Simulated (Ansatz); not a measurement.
**Ge2MoN4 (MoSi2N4-type monolayer): converging the G0W0 gap**

Wanted: a G0W0 gap for Ge2MoN4 (MoSi2N4-type monolayer) that is converged in bands and cutoff, or an estimate of the limit.

Calculated with Ansatz 0.2.0; G0W0 on LDA, plane waves, PAW; PAW set soft_1.

## 1. Starting point

The cell holds 7 atoms: 1 Mo, 4 N and 2 Ge. Cell: a = 2.974 Å, b = 2.974 Å, c = 37.700 Å, α = 90.0°, β = 90.0°, γ = 120.0°. Vacuum lies along c.

Coordinates:

```xyz
7
Lattice="2.9743 0.0000 0.0000 -1.4872 2.5759 0.0000 0.0000 0.0000 37.7000" Properties=species:S:1:pos:R:3
Mo    0.0000    0.0000   18.8500
N     0.0000    1.7172   20.0456
N     0.0000    1.7172   17.6544
Ge    0.0000    1.7172   21.8912
Ge    0.0000    1.7172   15.8088
N     1.4872    0.8586   22.4851
N     1.4872    0.8586   15.2149
```

The structure was relaxed with LDA. The runs that relaxed it are not among those shown. The Coulomb interaction is cut off across the vacuum.

## 2. 56 empty bands, screening to 19.5 eV

Now the one-shot GW correction: screening in the RPA, then the self-energy of the levels asked for. This step takes PAW set soft_1 files.

Input file input.yaml:

```yaml
crystal:
  lattice:
    - [2.9743497379, 0.0, 0.0]
    - [-1.4871748689, 2.5758624327, 0.0]
    - [0.0, 0.0, 37.7]
  atoms:
    - { symbol: Mo, position: [0.0, 0.0, 0.5] }
    - { symbol: "N", position: [0.3333333333, 0.6666666667, 0.5317146755] }
    - { symbol: "N", position: [0.3333333333, 0.6666666667, 0.4682853245] }
    - { symbol: Ge, position: [0.3333333333, 0.6666666667, 0.5806690192] }
    - { symbol: Ge, position: [0.3333333333, 0.6666666667, 0.4193309808] }
    - { symbol: "N", position: [0.6666666667, 0.3333333333, 0.5964224723] }
    - { symbol: "N", position: [0.6666666667, 0.3333333333, 0.4035775277] }
  periodic: [true, true, false]
kpoints:
  mp_grid: { grid: [6, 6, 1] }
hamiltonian:
  xc: lda
  pseudopotentials: { kind: paw, azcp: { folder: soft_1 }, xc_functional: pbe }
scf:
  occupations: { method: fixed }
gw:
  n_empty_bands: 56
  ecut_chi: 19.5
  qp_bands: [v2, c2]
  qp_kpoints: band_edges
  screening: { model: contour_deformation }
```

On the command line:

```console
> ansatz run input.yaml --threads 4 --pin off --max-ram 17510MiB --backend cpu --events-out ev --progress --plain --runs-dir out
```

Numbers of over 12 decimals in the logs are rounded to 6 here.

The program printed:

```text
Engine: ansatz 0.2.0, aarch64-unknown-linux-gnu
Pseudopotentials: kind: paw
Pseudopotential: Mo, paw, valence charge 14, recommended cutoff 420 eV (normal), soft_1/Mo.paw.azcp
Pseudopotential: N, paw, valence charge 5, recommended cutoff 420 eV (normal), soft_1/N.paw.azcp
Pseudopotential: Ge, paw, valence charge 14, recommended cutoff 420 eV (normal), soft_1/Ge.paw.azcp
Functional definition: SPW92
  exchange = slater_x
  correlation = pw_c
Crystal: 7 atoms, lattice volume = 288.839 Å³
Basis set: ecut = 420 eV, 5513 PW (Γ)
Bands: 38, of which v1, the nominal top of the filled ones, is band 31 counted from 1 (30 counted from 0)
Symmetry: 12 space group operations
Space group: P-6m2 (ITA 187), of the structure as read, at distance tolerance 6.6e-5 Å
k-points: 7 of 36 (time reversal used)
Non-local potential: Mo, projectors of the file, l = 0: 3, l = 1: 2, l = 2: 2, l = 3: 1
Non-local potential: N, projectors of the file, l = 0: 2, l = 1: 2, l = 2: 1
Non-local potential: Ge, projectors of the file, l = 0: 2, l = 1: 2, l = 2: 3, l = 3: 1
PAW form: soft (Blöchl's): semilocal exchange-correlation on the pseudo side does not see the compensation charge
PAW frozen core: Mo, regenerated for the run's functional, and the local potential with it (the file was generated under x = pbe(κ = 0.804, μ = 0.219515), c = pbe(β = 0.066725))
PAW frozen core: N, regenerated for the run's functional, and the local potential with it (the file was generated under x = pbe(κ = 0.804, μ = 0.219515), c = pbe(β = 0.066725))
PAW frozen core: Ge, regenerated for the run's functional, and the local potential with it (the file was generated under x = pbe(κ = 0.804, μ = 0.219515), c = pbe(β = 0.066725))
PAW one-centre angular grid: Mo, 590 points (default); XC on 64 Gauss nodes
PAW one-centre angular grid: N, 110 points (default); XC on 64 Gauss nodes
PAW one-centre angular grid: Ge, 590 points (default); XC on 64 Gauss nodes
Initial density: superposition of atomic densities (neutral atoms: chi_scale 0, normalization atom)
Initial wavefunctions: pseudopotential atomic-orbital guess
Functional: x = slater, c = lda
SCF iter   1: F=—  HF=-14781.402690 eV  |F-HF|=—  |Δ(HF+E_count)|=         —  Δρ=9.99e-2  dr2=3.38e1  ethr=3.10e-3  ⟨swp⟩=7.1  Hψ=1374  notcnv=0  defer=32
preconditioner: auto → Resta (q_TF=auto, 2.111 Å⁻¹)  ε∞=1.8  [insulator: Δε(μ)=1.287 eV  Ē_g=18.395 eV  n_scr=24 (ndim 8)  ℏωp=16.1 eV  f_vac=0.716  ε∞_Penn≈1.8  vacuum switching on, ρ_ref=2.5e-2 e/Å³]
SCF iter   2: F=—  HF=-14775.587428 eV  |F-HF|=—  |Δ(HF+E_count)|=    5.82e0  Δρ=7.08e-2  dr2=2.40e1  ethr=3.10e-3  ⟨swp⟩=5.7  Hψ=897  notcnv=0  defer=33
SCF iter   3: F=—  HF=-14772.894861 eV  |F-HF|=—  |Δ(HF+E_count)|=    2.69e0  Δρ=2.34e-2  dr2=2.62e0  ethr=3.10e-3  ⟨swp⟩=4.9  Hψ=738  notcnv=0  defer=33
SCF iter   4: F=—  HF=-14772.457292 eV  |F-HF|=—  |Δ(HF+E_count)|=   4.38e-1  Δρ=1.22e-2  dr2=3.04e-1  ethr=3.10e-3  ⟨swp⟩=3.0  Hψ=480  notcnv=0  defer=30
SCF iter   5: F=—  HF=-14772.436924 eV  |F-HF|=—  |Δ(HF+E_count)|=   2.04e-2  Δρ=6.66e-3  dr2=1.58e-1  ethr=4.91e-4  ⟨swp⟩=3.6  Hψ=641  notcnv=0  defer=35
SCF iter   6: F=—  HF=-14772.412062 eV  |F-HF|=—  |Δ(HF+E_count)|=   2.49e-2  Δρ=2.64e-3  dr2=4.09e-2  ethr=2.55e-4  ⟨swp⟩=3.0  Hψ=440  notcnv=0  defer=35
SCF iter   7: F=—  HF=-14772.406032 eV  |F-HF|=—  |Δ(HF+E_count)|=   6.03e-3  Δρ=5.38e-4  dr2=9.64e-4  ethr=6.59e-5  ⟨swp⟩=3.3  Hψ=575  notcnv=0  defer=35
SCF iter   8: F=—  HF=-14772.405745 eV  |F-HF|=—  |Δ(HF+E_count)|=   2.87e-4  Δρ=1.06e-4  dr2=1.58e-5  ethr=1.55e-6  ⟨swp⟩=4.1  Hψ=753  notcnv=0  defer=35
SCF iter   9: F=—  HF=-14772.405743 eV  |F-HF|=—  |Δ(HF+E_count)|=   1.84e-6  Δρ=4.33e-5  dr2=9.42e-6  ethr=2.54e-8  ⟨swp⟩=3.4  Hψ=617  notcnv=0  defer=34
SCF iter  10: F=—  HF=-14772.405742 eV  |F-HF|=—  |Δ(HF+E_count)|=   1.26e-6  Δρ=1.10e-5  dr2=3.27e-7  ethr=1.52e-8  ⟨swp⟩=3.6  Hψ=487  notcnv=0  defer=34
SCF iter  11: F=-14772.405742 eV  HF=-14772.405742 eV  |F-HF|=4.66e-10  |Δ(HF+E_count)|=   1.28e-9  Δρ=2.92e-6  dr2=1.48e-8  ethr=1.61e-10  ⟨swp⟩=21.1  Hψ=1541  notcnv=0
SCF 1 converged in 11 iterations: F = -14772.405742 eV  dr2 = 1.48e-8
  greatest PAW one-centre occupation: 0.999 electrons in one spin orbital (limit 2), on the Ge atom at site 4 (counted from 0), in its partial waves of l = 2
NSCF: frozen V_eff on 7 k-points
G₀W₀ screening: q 1/7
[... further progress lines ...]
SCF converged after 11 iterations
Free energy (F): -14772.405742 eV
Harris-Foulkes:  -14772.405742 eV  (|F-HF|=4.66e-10)
Internal energy: -14772.405742 eV  (E = F + TS)
E sigma→0 (E₀):  -14772.405742 eV
Fermi energy:    -5.717392 eV
--- Per-component energies (eV) ---
  E_band       = -1456.349001
  E_kinetic    = 1126.421044
  E_local      = -297717.916393  (includes V_loc(G=0)·N_el)
  E_nonlocal   = 750.895001
  E_hartree    = 147945.712948
  E_xc         = -552.340481
  E_vxc        = -649.529038  (∫ρ·V_xc dr)
  E_paw        = -7455.478363  (= ΣΔE_a)
  E_vpaw       = -857.670567  (= ΣTr[D̂ρ^β])
  E_aug_tail   = 0.003548  (compensation charges beyond the density's cutoff)
  E_ewald      = 141125.687310
  E_core_change = 4.609645  (= ΣΔE_core)
  E_smearing   = -0.000000  (= −TS)
  E_closure    = 0.000000  (closes the sum)
  Σ components = -14772.405742   (vs F -14772.405742, Δ=0.00e0)
--- Band table (eV; the first three rows and the last of 7) ---
  k-point 0: bands = [... 27 lower, -8.5053, -8.5053, -7.7135, -5.7174, -3.3894, -3.3231, -2.9720, -2.9720, ... 3 higher]
  k-point 1: bands = [... 27 lower, -8.9657, -8.9347, -7.5947, -6.1804, -3.5280, -3.1948, -3.0457, -2.2965, ... 3 higher]
  k-point 2: bands = [... 27 lower, -8.8914, -8.6200, -7.8288, -7.0096, -3.2602, -3.2140, -2.9301, -2.0709, ... 3 higher]
  k-point 6: bands = [... 27 lower, -8.6975, -8.3736, -8.1526, -6.4291, -4.6960, -2.3246, -1.5658, -0.9787, ... 3 higher]
--- G₀W₀: contour deformation, 7 samples at zero and on the imaginary axis and 2 off it, 36 q-points, 56 empty bands' worth ---
  eigenvalues of the whole cell's RPA ε∞ on this k-mesh (on a slab, of 1 + 4πα/V) = 1.2127, 3.6589, 3.6589; static W/v taken at q = 0 is 0.448277
  gw.qp_kpoints: band_edges: 6 of 7 stored k-points solved, in 1 pass; an edge of the gap read off the rows below is read off those points alone
    valence top: of the k-points left out ik 4 came nearest to being solved in a further pass, in band 31 (counted from 1, as in the quasiparticle table): it holds the edge there only if its correction is more favourable than any solved in that band by at least 1.177 eV; those differ by 0.329 eV
    conduction bottom: of the k-points left out ik 4 came nearest to being solved in a further pass, in band 33 (counted from 1, as in the quasiparticle table): it holds the edge there only if its correction is more favourable than any solved in that band by at least 1.450 eV; those differ by 0.620 eV
  `?` marks the rows in doubt; gw_qp.tsv's column doubts and the gw_qp event give each row's grounds
    ik  band        ε_KS         Σx   Σc(E_QP)       V_xc       Z   E_QP_lin       E_QP  E_QP is
     0    30     -7.7135   -21.3735     3.3478   -18.0931  0.7791    -7.6466    -7.6462  root
     0    31     -5.7174   -20.1942     1.2944   -19.9092  0.7687    -4.7225    -4.7080  root
     0    32     -3.3894   -12.9104    -3.5321   -18.0437  0.7846    -1.6226    -1.7882  root ?
     0    33     -3.3231   -12.3810    -3.7033   -17.7138  0.7907    -1.5083    -1.6936  root ?
     1    30     -7.5947   -21.9496     3.4484   -18.6341  0.7688    -7.4622    -7.4618  root
     1    31     -6.1804   -20.8403     1.9013   -19.8725  0.7603    -5.2617    -5.2468  root
     1    32     -3.5280   -13.7564    -3.4979   -18.8733  0.7748    -1.7271    -1.9090  root ?
     1    33     -3.1948   -13.8598    -4.1272   -19.7114  0.7707    -1.2269    -1.4704  root ?
     2    30     -7.8288   -21.8273     3.6402   -18.2067  0.7620    -7.8093    -7.8093  root
     2    31     -7.0096   -20.1803     2.1695   -18.8530  0.7521    -6.1823    -6.1673  root
     2    32     -3.2602   -15.1645    -3.6960   -20.5399  0.7587    -1.3467    -1.5808  root ?
     2    33     -3.2140   -16.2245    -3.6054   -21.9682  0.7523    -1.1183    -1.0757  root ?
     3    30     -7.7526   -21.7986     3.7640   -17.9664  0.7619    -7.8209    -7.8208  root
     3    31     -6.8183   -20.0094     2.0966   -18.6970  0.7605    -6.0464    -6.0341  root
     3    32     -3.3715   -10.3264    -3.8008   -15.6329  0.7926    -1.7370    -1.8658  root ?
     3    33     -3.1721   -16.9191    -3.8576   -23.0257  0.7470    -0.9451    -0.9231  root
     5    30     -7.9483   -21.8627     3.7773   -18.0444  0.7605    -7.9893    -7.9893  root
     5    31     -6.9366   -20.5627     2.0074   -19.5069  0.7561    -6.0012    -5.9850  root
     5    32     -3.7466   -16.9133    -3.3810   -22.0514  0.7522    -1.7470    -1.9895  root ?
     5    33     -2.6814   -16.1807    -4.0048   -22.3492  0.7436    -0.5692    -0.5177  root
     6    30     -8.1526   -21.3876     3.7779   -17.4427  0.7537    -8.3199    -8.3196  root
     6    31     -6.4291   -20.6598     1.5398   -20.2328  0.7646    -5.3347    -5.3163  root
     6    32     -4.6960   -17.0088    -2.5504   -21.3226  0.7592    -2.8104    -2.9326  root ?
     6    33     -2.3246   -15.6733    -4.1677   -21.9759  0.7440    -0.2277    -0.1897  root
```

The job ended after 43 s (4 threads of Arm Neoverse N1, shared host; peak memory 0.85 GiB; 2.7 min of CPU time).

Numbers from this step:

```yaml
bands_summed: 87
plane_waves_in_the_screening_matrix: 27
q_points_in_the_mesh: 36
g0w0_gap_on_the_mesh: 1.775 eV
k_of_the_valence_top: 0, 0, 0
k_of_the_conduction_bottom: 0.3333, 0.3333, 0
starting_gap_on_the_mesh: 1.021 eV
z_at_the_valence_top: 0.7687
z_at_the_conduction_bottom: 0.7592
least_direct_g0w0_gap_on_the_computed_points: 2.384 eV
```

The gap on the mesh goes from 1.02 eV to 1.78 eV, a correction of +0.75 eV. The program marks an edge row as in doubt. Between the two edge states, bare exchange in place of the xc potential would open the gap by 4.60 eV, and correlation takes back 3.84 eV.

## 3. 159 empty bands, screening to 39 eV

Another rung: the empty bands reach about as high as the screening cutoff, so the two stay in balance.

Changes to input.yaml since step 2:

```diff
@@ -22,4 +22,4 @@
 gw:
-  n_empty_bands: 56
-  ecut_chi: 19.5
+  n_empty_bands: 159
+  ecut_chi: 39.0
   qp_bands: [v2, c2]
```

The program printed:

```text
[...]
Crystal: 7 atoms, lattice volume = 288.839 Å³
Basis set: ecut = 420 eV, 5513 PW (Γ)
Bands: 38, of which v1, the nominal top of the filled ones, is band 31 counted from 1 (30 counted from 0)
Symmetry: 12 space group operations
[...]
k-points: 7 of 36 (time reversal used)
[...]
SCF iter   1: F=—  HF=-14781.402690 eV  |F-HF|=—  |Δ(HF+E_count)|=         —  Δρ=9.99e-2  dr2=3.38e1  ethr=3.10e-3  ⟨swp⟩=7.1  Hψ=1374  notcnv=0  defer=32
[...]
SCF iter  11: F=-14772.405742 eV  HF=-14772.405742 eV  |F-HF|=4.66e-10  |Δ(HF+E_count)|=   1.28e-9  Δρ=2.92e-6  dr2=1.48e-8  ethr=1.61e-10  ⟨swp⟩=21.1  Hψ=1541  notcnv=0
SCF 1 converged in 11 iterations: F = -14772.405742 eV  dr2 = 1.48e-8
[...]
NSCF: frozen V_eff on 7 k-points
G₀W₀ screening: q 1/7
[... further progress lines ...]
SCF converged after 11 iterations
Free energy (F): -14772.405742 eV
[...]
Internal energy: -14772.405742 eV  (E = F + TS)
E sigma→0 (E₀):  -14772.405742 eV
Fermi energy:    -5.717392 eV
[...]
--- Band table (eV; the first three rows and the last of 7) ---
  k-point 0: bands = [... 27 lower, -8.5053, -8.5053, -7.7135, -5.7174, -3.3894, -3.3231, -2.9720, -2.9720, ... 3 higher]
  k-point 1: bands = [... 27 lower, -8.9657, -8.9347, -7.5947, -6.1804, -3.5280, -3.1948, -3.0457, -2.2965, ... 3 higher]
  k-point 2: bands = [... 27 lower, -8.8914, -8.6200, -7.8288, -7.0096, -3.2602, -3.2140, -2.9301, -2.0709, ... 3 higher]
  k-point 6: bands = [... 27 lower, -8.6975, -8.3736, -8.1526, -6.4291, -4.6960, -2.3246, -1.5658, -0.9787, ... 3 higher]
[...]
0    30     -7.7135   -21.3735     3.3793   -18.0931  0.7616    -7.6150    -7.6146  root
     0    31     -5.7174   -20.1942     0.9936   -19.9092  0.7570    -5.0162    -5.0089  root
     0    32     -3.3894   -12.9104    -3.7376   -18.0437  0.7741    -1.9055    -1.9937  root
     0    33     -3.3231   -12.3810    -3.8923   -17.7138  0.7809    -1.7812    -1.8825  root ?
     1    30     -7.5947   -21.9496     3.4923   -18.6341  0.7518    -7.4185    -7.4179  root
     1    31     -6.1804   -20.8403     1.5856   -19.8725  0.7481    -5.5694    -5.5626  root
     1    32     -3.5280   -13.7564    -3.7324   -18.8733  0.7623    -2.0523    -2.1436  root
     1    33     -3.1948   -13.8598    -4.4273   -19.7114  0.7580    -1.6672    -1.7705  root ?
     2    30     -7.8288   -21.8273     3.6934   -18.2067  0.7449    -7.7562    -7.7560  root
     2    31     -7.0096   -20.1803     1.8225   -18.8530  0.7416    -6.5199    -6.5144  root
     2    32     -3.2602   -15.1645    -3.9611   -20.5399  0.7457    -1.7324    -1.8460  root ?
     2    33     -3.2140   -16.2245    -4.2590   -21.9682  0.7380    -1.5997    -1.7293  root ?
[...]
3    33     -3.1721   -16.9191    -4.5829   -23.0257  0.7332    -1.5056    -1.6485  root ?
[...]
5    31     -6.9366   -20.5627     1.6521   -19.5069  0.7441    -6.3469    -6.3404  root
     5    32     -3.7466   -16.9133    -3.6799   -22.0514  0.7382    -2.1769    -2.2884  root ?
     5    33     -2.6814   -16.1807    -4.6851   -22.3492  0.7311    -1.0511    -1.1980  root ?
     6    30     -8.1526   -21.3876     3.8132   -17.4427  0.7378    -8.2845    -8.2843  root
     6    31     -6.4291   -20.6598     1.1632   -20.2328  0.7511    -5.7013    -5.6929  root
     6    32     -4.6960   -17.0088    -2.8997   -21.3226  0.7461    -3.2177    -3.2820  root
     6    33     -2.3246   -15.6733    -4.8272   -21.9759  0.7320    -0.6954    -0.8492  root ?
```

Run time: 98 s. Hardware: 4 threads; peak memory 1.5 GiB.

Numbers from this step:

```yaml
bands_summed: 190
plane_waves_in_the_screening_matrix: 189
q_points_in_the_mesh: 36
g0w0_gap_on_the_mesh: 1.727 eV
k_of_the_valence_top: 0, 0, 0
k_of_the_conduction_bottom: 0.3333, 0.3333, 0
starting_gap_on_the_mesh: 1.021 eV
z_at_the_valence_top: 0.7570
z_at_the_conduction_bottom: 0.7461
least_direct_g0w0_gap_on_the_computed_points: 2.411 eV
```

Against the run with 6×6×1 mesh, 56 empty bands, screening to 19.5 eV, PAW set soft_1 files, the gap moves by −0.05 eV.

## 4. 343 empty bands, screening to 65 eV

Changes to input.yaml since step 3:

```diff
@@ -21,5 +21,6 @@
   occupations: { method: fixed }
+  convergence: { dr2_threshold: 1.0e-10 }
 gw:
-  n_empty_bands: 159
-  ecut_chi: 39.0
+  n_empty_bands: 343
+  ecut_chi: 65.0
   qp_bands: [v2, c2]
```

The program printed:

```text
[...]
Crystal: 7 atoms, lattice volume = 288.839 Å³
Basis set: ecut = 420 eV, 5513 PW (Γ)
Bands: 38, of which v1, the nominal top of the filled ones, is band 31 counted from 1 (30 counted from 0)
Symmetry: 12 space group operations
[...]
k-points: 7 of 36 (time reversal used)
[...]
1    33     -3.1949   -13.8599    -4.6566   -19.7115  0.7524    -1.9421    -1.9999  root
[...]
6    30     -8.1527   -21.3876     3.6389   -17.4428  0.7316    -8.4600    -8.4586  root
     6    31     -6.4291   -20.6598     0.8650   -20.2328  0.7449    -5.9944    -5.9912  root
     6    32     -4.6961   -17.0088    -3.1973   -21.3226  0.7395    -3.5444    -3.5797  root
     6    33     -2.3247   -15.6733    -5.0862   -21.9760  0.7262    -1.0280    -1.1083  root
[key lines of the parts left out:]
SCF converged after 14 iterations
Free energy (F): -14772.405742 eV
Fermi energy:    -5.717444 eV
```

It took 5.8 min on 4 threads; peak memory 3.1 GiB; 22 min of CPU time.

This step gave:

```
bands summed                                 : 374
plane waves in the screening matrix          : 283
G0W0 gap on the mesh                         : 1.700 eV
k of the valence top                         : 0, 0, 0
k of the conduction bottom                   : 0.3333, 0.3333, 0
starting gap on the mesh                     : 1.021 eV
least direct G0W0 gap on the computed points : 2.412 eV
```

Against the run with 6×6×1 mesh, 159 empty bands, screening to 39 eV, PAW set soft_1 files, the gap moves by −0.03 eV.

## 5. 631 empty bands, screening to 97.5 eV

Changes to input.yaml since step 4:

```diff
@@ -21,6 +21,5 @@
   occupations: { method: fixed }
-  convergence: { dr2_threshold: 1.0e-10 }
 gw:
-  n_empty_bands: 343
-  ecut_chi: 65.0
+  n_empty_bands: 631
+  ecut_chi: 97.5
   qp_bands: [v2, c2]
```

The program printed:

```text
[...]
Crystal: 7 atoms, lattice volume = 288.839 Å³
Basis set: ecut = 420 eV, 5513 PW (Γ)
Bands: 38, of which v1, the nominal top of the filled ones, is band 31 counted from 1 (30 counted from 0)
Symmetry: 12 space group operations
[...]
k-points: 7 of 36 (time reversal used)
[...]
1    33     -3.1948   -13.8598    -4.8175   -19.7114  0.7490    -2.1193    -2.1607  root
[...]
6    30     -8.1526   -21.3876     3.4560   -17.4427  0.7284    -8.6468    -8.6415  root
     6    31     -6.4291   -20.6598     0.6446   -20.2328  0.7417    -6.2123    -6.2115  root
     6    32     -4.6960   -17.0088    -3.3897   -21.3226  0.7348    -3.7409    -3.7719  root
     6    33     -2.3246   -15.6733    -5.2719   -21.9759  0.7222    -1.2414    -1.2939  root
[key lines of the parts left out:]
SCF converged after 11 iterations
Free energy (F): -14772.405742 eV
Fermi energy:    -5.717392 eV
```

Wall time 22 min (4 threads); peak memory 7.1 GiB.

Numbers from this step:

```
bands summed                                 : 662
plane waves in the screening matrix          : 679
G0W0 gap on the mesh                         : 1.716 eV
k of the valence top                         : 0, 0, 0
k of the conduction bottom                   : 0.3333, 0.3333, 0
starting gap on the mesh                     : 1.021 eV
least direct G0W0 gap on the computed points : 2.440 eV
```

Against the run with 6×6×1 mesh, 343 empty bands, screening to 65 eV, PAW set soft_1 files, the gap moves by +0.016 eV.

(Part 1 of 2 ends here.)

[Paths, hosts, dates, memory and timing lines, banners, echoed tables and standing remarks are left out of the program output.]

[Logs are printed without paths, hosts, clocks, repeated set-up lines and the standing remarks that a program may print on its own settings, such as how far it seeks lower states.]

[Runs of the session that timed out or met a known fault of the program may be left out.]

[Cells called generated may have been cut or substituted from an entry of the Crystallography Open Database or the Materials Project.]

[Hosts, paths, dates, database ids (printed as entryN), source tags and the programs' standing remarks are cut or masked in the printed files.]
